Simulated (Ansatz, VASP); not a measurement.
**Mn in VASP and in Ansatz**

Contents of INCAR:

```
SYSTEM = Mn
ALGO = Normal
EDIFF = 1E-6
ENCUT = 520
GGA = RE
ISIF = 2
ISMEAR = -1
LASPH = .True.
LCHARG = .True.
LELF = .True.
LREAL = .False.
LVHAR = .True.
LWAVE = .False.
NBANDS = 20
NELM = 80
PREC = Accurate
SIGMA = 0.1
```

Contents of KPOINTS:

```
k-points
0
Gamma
  12 12 12
  0 0 0
```

Contents of POSCAR:

```
Mn
1.0
    0.0000000000      2.4227102072      2.4227102072
    2.4227102072      0.0000000000      2.4227102072
    2.4227102072      2.4227102072      0.0000000000
Mn
2
Direct
    0.1250000000      0.1250000000      0.1250000000
    0.8750000000      0.8750000000      0.8750000000
```

Input for Ansatz:

```yaml
crystal:
  lattice:
    - [0.0, 2.4227102072, 2.4227102072]
    - [2.4227102072, 0.0, 2.4227102072]
    - [2.4227102072, 2.4227102072, 0.0]
  atoms:
    - { symbol: Mn, position: [0.125, 0.125, 0.125] }
    - { symbol: Mn, position: [0.875, 0.875, 0.875] }
hamiltonian:
  xc: revpbe
  pseudopotentials:
    kind: paw
    azcp:
      Mn: "pseudopotentials/Mn.paw.azcp"
basis:
  ecutwfc: 420
  fft_grid_basis: typed
kpoints:
  mp_grid: { grid: [12, 12, 12], shift: [0, 0, 0] }
magnetization:
  spin_polarized: false
scf:
  occupations: { method: fermi_dirac, width: 0.1 }
  lower_state_search: "off"
output:
  stress: true
  write_density: true
  write_potential: true
  elf: true
  volumetric_format: npy
```

Alike in both runs: task single point; functional revPBE; k mesh 12 × 12 × 12; occupations fermi-dirac, width 0.1 eV; no spin polarisation.

|  | VASP | Ansatz |
| --- | --- | --- |
| version | VASP 6.6.1 | Ansatz 0.2.0 |
| potentials or method | VASP PAW PBE potentials, release 64 (Mn_pv) | plane waves (420 eV) with PAW, scalar-relativistic |
| plane-wave cutoff (eV) | 520 | 420 |
| valence electrons in the cell | 26 | 30 |

Ansatz gave:

| Quantity | Value |
| --- | --- |
| pressure (GPa) | 13.7 |

Which values does VASP return?

Pressure (GPa): 14.5.

With one functional, cell and mesh, what is left measures potentials, basis and numerics. The two sets of potentials don't hold the same shells in valence.

Caveats: the PAW data sets were made with another functional, which shifts forces and pressure a little (VASP); the run has no spin polarisation, though such a crystal can be magnetic. Spin polarisation is off, so any magnetic state and its effect on volume and gap are missing.
